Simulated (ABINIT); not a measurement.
# Hf (Fm-3m) in ABINIT: further runs

The runs below take Hf through relaxation of cell and atoms, single point, with PBEsol.

Everything below comes from runs of ABINIT 10.8.3 (patched build). Logs are shortened: lines on timing, memory, paths and dates and some standing lists are left out, and cuts for length are marked. The log counts tension as positive stress, the text compression.

## Step 1: The structure

The structure is cubic, space group Fm-3m (No. 225). Conventional cell: a = 4.440 Å, b = 4.440 Å, c = 4.440 Å, α = 90.00°, β = 90.00°, γ = 90.00°. Hf (site symmetry m-3m) has 12 Hf at 3.14 Å as nearest neighbours.

This isn't the form of Hf at room conditions, which is hcp.

## Step 2: Relaxation of cell and atoms, PBEsol

File run.abi:

```
# Pseudopotentials
pp_dirpath "./"
pseudos "Hf.upf"

# Structure
acell 3*1.0 Angstrom
rprim
     0.0000000000     2.2200000000     2.2200000000
     2.2200000000     0.0000000000     2.2200000000
     2.2200000000     2.2200000000     0.0000000000
ntypat 1
znucl 72
natom 1
typat 1
chkprim 0
chksymtnons 0
tolsym 1.0e-6
xred
            0.0            0.0            0.0

# Plane-wave basis
ecut 29.0
ecutsm 0.5

# k points
kptopt 1
ngkpt 8 8 8
nshiftk 1
shiftk 0.0 0.0 0.0

# Exchange and correlation
ixc -116133

# Bands and occupations
nband 10
occopt 3
tsmear 0.05 eV

# SCF cycle
nstep 80
tolvrs 1.0e-12

# Output
iomode 3
prteig 0
prtebands 0
prtwf 0
prtden 0

# Relaxation
ionmov 2
optcell 2
ntime 50
tolmxf 2.0e-5
dilatmx 1.08
```

Potentials or basis: PseudoDojo NC SR PBEsol v0.4.1 standard.

Command:

```
> mpirun --bind-to none -np 4 abinit run.abi > log 2>&1
```

run.abo:

```text
.Version 10.8.3 of ABINIT
 Symmetries : space group Fm -3 m (#225); Bravais cF (face-center cubic)
================================================================================
 Values of the parameters that define the memory need of the present run
     intxc =       0    ionmov =       2      iscf =       7    lmnmax =       8
     lnmax =       8     mgfft =      32  mpssoang =       4    mqgrid =    3001
     natom =       1  nloc_mem =       1    nspden =       1   nspinor =       1
    nsppol =       1      nsym =      48    n1xccc =    2501    ntypat =       1
    occopt =       3   xclevel =       2
       mpw =        1399          nfft =       32768          nkpt =          29
================================================================================
================================================================================

--------------------------------------------------------------------------------
------------- Echo of variables that govern the present computation ------------
--------------------------------------------------------------------------------
 -outvars: echo values of preprocessed input variables --------
            acell      1.8897261259E+00  1.8897261259E+00  1.8897261259E+00 Bohr
              amu      1.78490000E+02
          chkprim           0
      chksymtnons           0
          dilatmx      1.08000000E+00
             ecut      2.90000000E+01 Hartree
           ecutsm      5.00000000E-01 Hartree
           ionmov           2
              ixc     -116133
         kptrlatt        8    0    0      0    8    0      0    0    8
          kptrlen      4.74631794E+01
            natom           1
            nband          10
            ngfft          32      32      32
             nkpt          29
            nstep          80
             nsym          48
            ntime          50
           ntypat           1
           occopt           3
          optcell           2
           prtden           0
        prtebands           0
           prteig           0
            prtwf           0
            rprim      0.0000000000E+00  2.2200000000E+00  2.2200000000E+00
                       2.2200000000E+00  0.0000000000E+00  2.2200000000E+00
                       2.2200000000E+00  2.2200000000E+00  0.0000000000E+00
          spgroup         225
           tolmxf      2.00000000E-05
           tolsym      1.00000000E-06
           tolvrs      1.00000000E-12
           tsmear      1.83746611E-03 Hartree
            typat      1
            znucl       72.00000

================================================================================

 chkinp: Checking input parameters for consistency.

================================================================================
== DATASET  1 ==================================================================

--- !DatasetInfo
iteration_state: {dtset: 1, }
dimensions: {natom: 1, nkpt: 29, mband: 10, nsppol: 1, nspinor: 1, nspden: 1, mpw: 1399, }
cutoff_energies: {ecut:  29.0, pawecutdg:  -1.0, }
electrons: {nelect:   1.20000000E+01, charge:   0.00000000E+00, occopt:   3.00000000E+00, tsmear:   1.83746611E-03, }
meta: {optdriver: 0, ionmov: 2, optcell: 2, iscf: 7, paral_kgb: 0, }
...

 Real(R)+Recip(G) space primitive vectors, cartesian coordinates (Bohr,Bohr^-1):
 R(1)=  0.0000000  4.1951920  4.1951920  G(1)= -0.1191841  0.1191841  0.1191841
 R(2)=  4.1951920  0.0000000  4.1951920  G(2)=  0.1191841 -0.1191841  0.1191841
 R(3)=  4.1951920  4.1951920  0.0000000  G(3)=  0.1191841  0.1191841 -0.1191841
 Unit cell volume ucvol=  1.4766770E+02 bohr^3
 Angles (23,13,12)=  6.00000000E+01  6.00000000E+01  6.00000000E+01 degrees

 getcut: wavevector=  0.0000  0.0000  0.0000  ngfft=  32  32  32
         ecut(hartree)=     33.826   => boxcut(ratio)=   2.06013

--- Pseudopotential description ------------------------------------------------
- pspini: atom type   1  psp file is ./Hf.upf
  72.00000  12.00000  180301                  znucl, zion, pspdat
12 -116133 3 -1 1656                          pspcod,pspxc,lmax,lloc,mmax
     nproj     2     2     2     2

   2.63889691E+02                                ecore*ucvol(ha*bohr**3)
--------------------------------------------------------------------------------

================================================================================

=== [ionmov= 2] Broyden-Fletcher-Goldfarb-Shanno method (forces)
================================================================================

--- Iteration: ( 1/50) Internal Cycle: (1/1)
--------------------------------------------------------------------------------

---SELF-CONSISTENT-FIELD CONVERGENCE--------------------------------------------

--- !BeginCycle
iteration_state: {dtset: 1, itime: 1, icycle: 1, }
solver: {iscf: 7, nstep: 80, nline: 4, wfoptalg: 0, }
tolerances: {tolvrs: 1.00E-12, }
...

     iter   Etot(hartree)      deltaE(h)  residm     vres2
 ETOT  1  -56.363079132375    -5.636E+01 1.301E-01 1.378E+01
 ETOT  2  -56.378547312106    -1.547E-02 8.093E-03 3.926E-01
 ETOT  3  -56.378622354557    -7.504E-05 9.183E-04 6.533E-04
 ETOT  4  -56.378622447663    -9.311E-08 6.250E-04 1.120E-05
 ETOT  5  -56.378622449127    -1.464E-09 1.203E-04 3.476E-08
 ETOT  6  -56.378622449133    -5.414E-12 1.425E-04 9.289E-11
 ETOT  7  -56.378622449133     2.558E-13 3.316E-05 3.386E-13
[... 126 lines left out ...]
  0.00000000000000E+00  0.00000000000000E+00  0.00000000000000E+00
 Reduced coordinates (xred)
  0.00000000000000E+00  0.00000000000000E+00  0.00000000000000E+00
 Cartesian forces (fcart) [Ha/bohr]; max,rms= 0.00000E+00 0.00000E+00 (free atoms)
 -0.00000000000000E+00 -0.00000000000000E+00 -0.00000000000000E+00
 Gradient of E wrt nuclear positions in reduced coordinates (gred)
  0.00000000000000E+00  0.00000000000000E+00  0.00000000000000E+00
 Scale of Primitive Cell (acell) [bohr]
  5.92603212626433E+00  5.92603212626433E+00  5.92603212626433E+00
 Real space primitive translations (rprimd) [bohr]
  0.00000000000000E+00  4.19033750201084E+00  4.19033750201084E+00
  4.19033750201084E+00  0.00000000000000E+00  4.19033750201084E+00
  4.19033750201084E+00  4.19033750201084E+00  0.00000000000000E+00
 Unitary Cell Volume (ucvol) [Bohr^3]=  1.47155672178030E+02
 Angles (23,13,12)= [degrees]
  6.00000000000000E+01  6.00000000000000E+01  6.00000000000000E+01
 Lengths [Bohr]
  5.92603212626433E+00  5.92603212626433E+00  5.92603212626433E+00
 Stress tensor in cartesian coordinates (strten) [Ha/bohr^3]
  2.68544988456920E-05  0.00000000000000E+00  0.00000000000000E+00
  0.00000000000000E+00  2.68544988456937E-05  0.00000000000000E+00
  0.00000000000000E+00  0.00000000000000E+00  2.68544988457041E-05
 Total energy (etotal) [Ha]= -5.63786392054762E+01

 Difference of energy with previous step (new-old):
           Absolute (Ha)=-1.67563E-05
           Relative     =-2.97211E-07

--- Iteration: ( 3/50) Internal Cycle: (1/1)
--------------------------------------------------------------------------------

---SELF-CONSISTENT-FIELD CONVERGENCE--------------------------------------------

--- !BeginCycle
iteration_state: {dtset: 1, itime: 3, icycle: 1, }
solver: {iscf: 7, nstep: 80, nline: 4, wfoptalg: 0, }
tolerances: {tolvrs: 1.00E-12, }
...

     iter   Etot(hartree)      deltaE(h)  residm     vres2
 ETOT  1  -56.378526464299    -5.638E+01 4.527E-06 8.588E-01
 ETOT  2  -56.378652618339    -1.262E-04 7.493E-07 1.031E-02
 ETOT  3  -56.378654691181    -2.073E-06 6.186E-07 1.626E-04
 ETOT  4  -56.378654712350    -2.117E-08 3.207E-07 5.263E-07
 ETOT  5  -56.378654712418    -6.837E-11 1.552E-07 1.241E-09
 ETOT  6  -56.378654712419    -7.603E-13 9.918E-08 3.702E-12
 ETOT  7  -56.378654712419    -4.405E-13 5.065E-08 4.979E-15
[... 42 lines left out ...]
  0.00000000000000E+00  0.00000000000000E+00  0.00000000000000E+00
 Reduced coordinates (xred)
  0.00000000000000E+00  0.00000000000000E+00  0.00000000000000E+00
 Cartesian forces (fcart) [Ha/bohr]; max,rms= 0.00000E+00 0.00000E+00 (free atoms)
 -0.00000000000000E+00 -0.00000000000000E+00 -0.00000000000000E+00
 Gradient of E wrt nuclear positions in reduced coordinates (gred)
  0.00000000000000E+00  0.00000000000000E+00  0.00000000000000E+00
 Scale of Primitive Cell (acell) [bohr]
  5.91047611059662E+00  5.91047611059662E+00  5.91047611059662E+00
 Real space primitive translations (rprimd) [bohr]
  0.00000000000000E+00  4.17933773784396E+00  4.17933773784396E+00
  4.17933773784396E+00  0.00000000000000E+00  4.17933773784396E+00
  4.17933773784396E+00  4.17933773784396E+00  0.00000000000000E+00
 Unitary Cell Volume (ucvol) [Bohr^3]=  1.45999847143514E+02
 Angles (23,13,12)= [degrees]
  6.00000000000000E+01  6.00000000000000E+01  6.00000000000000E+01
 Lengths [Bohr]
  5.91047611059661E+00  5.91047611059662E+00  5.91047611059662E+00
 Stress tensor in cartesian coordinates (strten) [Ha/bohr^3]
 -1.62142063239376E-07  0.00000000000000E+00  0.00000000000000E+00
  0.00000000000000E+00 -1.62142063230702E-07  0.00000000000000E+00
  0.00000000000000E+00  0.00000000000000E+00 -1.62142063228968E-07
 Total energy (etotal) [Ha]= -5.63786547124193E+01

 Difference of energy with previous step (new-old):
           Absolute (Ha)=-1.55069E-05
           Relative     =-2.75050E-07

 At Broyd/MD step   3, gradients are converged :
  max grad (force/stress) = 1.6214E-05 < tolmxf= 2.0000E-05 ha/bohr (free atoms)

================================================================================

 ----iterations are completed or convergence reached----

 Mean square residual over all n,k,spin=   17.468E-11; max=  50.654E-09
 reduced coordinates (array xred) for    1 atoms
       0.000000000000      0.000000000000      0.000000000000
 rms dE/dt=  0.0000E+00; max dE/dt=  0.0000E+00; dE/dt below (all hartree)
    1       0.000000000000      0.000000000000      0.000000000000

 cartesian coordinates (angstrom) at end:
    1      0.00000000000000     0.00000000000000     0.00000000000000

 cartesian forces (hartree/bohr) at end:
    1     -0.00000000000000    -0.00000000000000    -0.00000000000000
 frms,max,avg= 0.0000000E+00 0.0000000E+00   0.000E+00  0.000E+00  0.000E+00 h/b

 cartesian forces (eV/Angstrom) at end:
    1     -0.00000000000000    -0.00000000000000    -0.00000000000000
 frms,max,avg= 0.0000000E+00 0.0000000E+00   0.000E+00  0.000E+00  0.000E+00 e/A
 length scales=  5.910476110597  5.910476110597  5.910476110597 bohr
              =  3.127689261192  3.127689261192  3.127689261192 angstroms
 Fermi (or HOMO) energy (hartree) =   0.39564   Average Vxc (hartree)=  -0.44199
 Eigenvalues (hartree) for nkpt=  29  k points:
 kpt#   1, nband= 10, wtk=  0.00195, kpt=  0.0000  0.0000  0.0000 (reduced coord)
  -1.86916   -0.70115   -0.70115   -0.70115    0.12559    0.44637    0.44637    0.44637
   0.55352    0.55352
      occupation numbers for kpt#   1
   2.00000    2.00000    2.00000    2.00000    2.00000    0.00000    0.00000    0.00000
   0.00000    0.00000
 prteigrs : prtvol=0 or 1, do not print more k-points.

--- !EnergyTerms
iteration_state     : {dtset: 1, itime: 3, icycle: 1, }
comment             : Components of total free energy in Hartree
kinetic             :  1.45133295192008E+01
hartree             :  6.90806671185261E+00
xc                  : -1.41578391956686E+01
Ewald energy        : -3.94931075259894E+01
psp_core            :  1.80746553018585E+00
local_psp           : -2.85727457980668E+01
non_local_psp       :  2.61666868907618E+00
internal            : -5.63781620694094E+01
'-kT*entropy'       : -4.92643009952484E-04
total_energy        : -5.63786547124193E+01
total_energy_eV     : -1.53414134940844E+03
band_energy         : -6.74870797623360E+00
...

 Cartesian components of stress tensor (hartree/bohr^3)
  sigma(1 1)= -1.62142063E-07  sigma(3 2)=  0.00000000E+00
  sigma(2 2)= -1.62142063E-07  sigma(3 1)=  0.00000000E+00
  sigma(3 3)= -1.62142063E-07  sigma(2 1)=  0.00000000E+00

-Cartesian components of stress tensor (GPa)         [Pressure=  4.7704E-03 GPa]
- sigma(1 1)= -4.77038420E-03  sigma(3 2)=  0.00000000E+00
- sigma(2 2)= -4.77038420E-03  sigma(3 1)=  0.00000000E+00
- sigma(3 3)= -4.77038420E-03  sigma(2 1)=  0.00000000E+00

== END DATASET(S) ==============================================================
================================================================================

 -outvars: echo values of variables after computation  --------
            acell      5.9104761106E+00  5.9104761106E+00  5.9104761106E+00 Bohr
           etotal     -5.6378654712E+01
            fcart     -0.0000000000E+00 -0.0000000000E+00 -0.0000000000E+00
            rprim      0.0000000000E+00  7.0710678119E-01  7.0710678119E-01
                       7.0710678119E-01  0.0000000000E+00  7.0710678119E-01
                       7.0710678119E-01  7.0710678119E-01  0.0000000000E+00
           strten     -1.6214206324E-07 -1.6214206323E-07 -1.6214206323E-07
                       0.0000000000E+00  0.0000000000E+00  0.0000000000E+00
 Calculation completed.
```

Wall time 11 s (4 MPI ranks of Intel Xeon Platinum 8259CL at 2.50GHz (Skylake/Cascade Lake), shared host); peak memory 0.28 GiB.

What came out:

- Free energy: -1534.1413 eV
- Relaxed volume: 21.63 Å³/atom
- Relaxed cell: a = 3.128 Å, b = 3.128 Å, c = 3.128 Å, α = 60.00°, β = 60.00°, γ = 60.00°
- Space group after relaxing (to 0.05 Å): Fm-3m (No. 225)
- Energy gained by relaxing: 0.9 meV/atom
- Ionic steps: 3
- Pressure after relaxing: 0.0 GPa
- Band gap on the k mesh: none (metal or under the smearing width)

Step by step:
| step | energy change (eV) | largest force (eV/Å) | pressure (GPa) | volume (Å³) |
| --- | --- | --- | --- | --- |
| 1 | 0.0000 | 0.0000 | -1.13 | 21.88 |
| 2 | -0.0005 | 0.0000 | -0.79 | 21.81 |
| 3 | -0.0009 | 0.0000 | 0.00 | 21.63 |

Final structure:
```
Hf
1.0
     0.00000    2.21161    2.21161
     2.21161    0.00000    2.21161
     2.21161    2.21161    0.00000
Hf
1
Cartesian
  0.0000 0.0000 0.0000
```

Spin-orbit coupling is left out, which matters for the levels of Hf.

(Continued in part 2 of 2.)
